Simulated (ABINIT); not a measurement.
Input of an ABINIT 10.8.3 (patched build) run:

The input run.abi:

```
# Pseudopotentials
pp_dirpath "./"
pseudos "Se.upf, Zn.upf"

# Structure
acell 7.4393076163 7.4393076163 7.4393076163
rprim
     0.0000000000     0.7071067812     0.7071067812
     0.7071067812     0.0000000000     0.7071067812
     0.7071067812     0.7071067812     0.0000000000
ntypat 2
znucl 34 30
natom 2
typat 1 2
xcart
     7.8905772943     7.8905772943     7.8905772943
     0.0000000000     0.0000000000     0.0000000000
chkprim 0
chksymtnons 0
tolsym 1.0e-6

# Plane-wave basis
ecut 43.0

# k points
kptopt 1
ngkpt 6 6 6
nshiftk 1
shiftk 0.0 0.0 0.0

# Exchange and correlation
ixc 7

# Bands and occupations
nband 22
occopt 3
tsmear 0.00183747

# SCF cycle
nstep 100
tolvrs 1.0e-10

# Output
iomode 3
prtwf 0
prtden 0
prteig 0
prtebands 0
enunit 1
```

Potentials or basis: PseudoDojo NC SR LDA v0.4.1 standard.

The run is started by

```bash
$ abinit run.abi > log 2>&1
```

**Question.** What does it give for the band gap on the k mesh?

**Answer.** 1.25 eV, direct.

**Question.** What does it give for the pressure?

**Answer.** 0.0 GPa.
